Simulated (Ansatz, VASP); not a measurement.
TiB2 in VASP and in Ansatz

```xyz
3
Lattice="3.0292 0.0000 0.0000 -1.5146 2.6234 0.0000 0.0000 0.0000 3.2284" Properties=species:S:1:pos:R:3 pbc="T T T"
Ti    0.0000    0.0000    0.0000
B     1.5146    0.8745    1.6142
B     0.0000    1.7489    1.6142
```

Alike in both runs: functional PBE; k mesh 10 × 10 × 8; occupations gaussian, width 0.02 eV; no spin polarisation.

```csv
,VASP,Ansatz
version,VASP 6.6.1,Ansatz 0.2.0
potentials or method,"VASP PAW PBE potentials, release 64 (Ti_sv, B)",Ansatz PAW
plane-wave cutoff (eV),520,420
valence electrons in the cell,18,18
task,electron localisation function,single point
```

VASP gave:

```
gap on the k mesh at the Fermi level (eV) : none
pressure (GPa)                            : 0.5
```

Problem. Which values does Ansatz return?

Solution. gap on the k mesh at the Fermi level (eV): none; pressure (GPa): 0.3.

A gap of «none» marks a metal or a gap that the smearing closes. The functional is the same, so the differences come from potentials, cutoffs and numerics.
